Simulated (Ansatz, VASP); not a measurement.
# One calculation of NaCl, two programs

Contents of INCAR:

```
SYSTEM = NaCl
ALGO     = Normal         ! electronic algorithm
EDIFF    = 1E-6           ! SCF threshold, eV
ENCUT    = 520            ! plane-wave cutoff, eV
GGA      = PS             ! functional
ISIF     = 2              ! what is computed and relaxed
ISMEAR   = 0              ! smearing method
LASPH    = .TRUE.         ! aspherical terms in the spheres
LCHARG   = .FALSE.        ! write CHGCAR
LREAL    = .FALSE.        ! projectors in reciprocal space
LWAVE    = .FALSE.        ! write WAVECAR
NBANDS   = 14             ! bands
NELM     = 100            ! most SCF steps
PREC     = Accurate       ! precision mode
SIGMA    = 0.05           ! smearing width, eV
```

KPOINTS

```
k-points
0
G
  10 10 10
  0 0 0
```

Contents of POSCAR:

```
NaCl
1.0
    3.1454414524      0.0000000000      0.0000000000
    0.0000000000      3.1454414524      0.0000000000
    0.0000000000      0.0000000000      3.1454414524
Na Cl
1 1
Direct
    0.0000000000      0.0000000000      0.0000000000
    0.5000000000      0.5000000000      0.5000000000
```

Input for Ansatz:

```yaml
crystal:
  lattice:
    - [3.1454414524, 0.0, 0.0]
    - [0.0, 3.1454414524, 0.0]
    - [0.0, 0.0, 3.1454414524]
  atoms:
    - { symbol: Na, position: [0.0, 0.0, 0.0] }
    - { symbol: Cl, position: [0.5, 0.5, 0.5] }
basis:
  ecutwfc: 420
  ecutrho_ratio: 4
kpoints:
  mp_grid: { grid: [10, 10, 10] }
hamiltonian:
  xc: pbesol
scf:
  occupations: { method: gaussian, width: 0.05 }
output:
  forces: true
  stress: true
  eigenvalues: true
```

Alike in both runs: task single point; functional PBEsol; k mesh 10 × 10 × 10; occupations gaussian, width 0.05 eV; no spin polarisation.

```csv
,VASP,Ansatz
version,VASP 6.6.1,Ansatz 0.2.0
potentials or method,"VASP PAW PBE potentials, release 64 (Na_pv, Cl)","scalar-relativistic, plane waves, PAW"
plane-wave cutoff (eV),520,420
valence electrons in the cell,14,16
```

```csv
,VASP,Ansatz,Ansatz less VASP
gap on the k mesh at the Fermi level (eV),5.07,5.04,-0.032
least direct gap on the mesh (eV),5.07,5.04,-0.032
pressure (GPa),15.1,15.0,-0.13
```

The two sets of potentials don't hold the same shells in valence.

Caveats: so large a pressure means that the cell lies far from this level's equilibrium, or that cutoff or potentials fall short (VASP); the potentials were made for another functional, which shifts forces and pressure (VASP). A k mesh can miss the band edges. Expect the measured gap to be larger: semilocal functionals such as PBEsol lack the derivative discontinuity.
